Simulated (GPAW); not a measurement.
The system is TiCo.

```
Co Ti
1.0
     2.98611    0.00000    0.00000
     0.00000    2.98611    0.00000
     0.00000    0.00000    2.98611
Co Ti
1 1
Direct
  0.50000 0.50000 0.50000
  0.00000 0.00000 0.00000
```

The cell comes from a database or a generator and needn't be the stable form of this composition.

* Program: GPAW 26.7.0
* Task: single point
* Functional: PBE
* Potentials or basis: GPAW PAW data sets (gpaw-data 1.2.1)
* Cutoff: 600 eV
* Basis: pw
* k mesh: 9 × 9 × 9
* Occupations: fermi-dirac, width 0.05 eV
* Spin: collinear spin, ferromagnetic start
* Starting moments: [2.0, 1.0] μB

On this cell: pressure -1.0 GPa; largest force zero by symmetry; net moment 0.82 μB per cell; site moments Co +0.90; Ti -0.02 μB; band gap on the k mesh none (metal or under the smearing width).

The same run follows on a disturbed copy (atoms moved at random, drawn with an rms of 0.05 Å):

```
CELL_PARAMETERS angstrom
2.98611 0.00000 0.00000
0.00000 2.98611 0.00000
0.00000 0.00000 2.98611
ATOMIC_POSITIONS crystal
Co 0.50552 0.50227 0.49660
Ti 0.00479 0.99145 0.99640
```

Problem. What does the disturbed cell give?

Solution. The energy (extrapolated to zero smearing) moves by +1.4 meV/atom; pressure -1.0 GPa; largest force 0.166 eV/Å; net moment 0.82 μB per cell; site moments Co +0.90; Ti -0.02 μB; band gap on the k mesh none (metal or under the smearing width).

Forces in eV/Å, atoms in the order of the input:
```
Co  -0.011 -0.166 -0.003
Ti   0.011  0.166  0.003
```
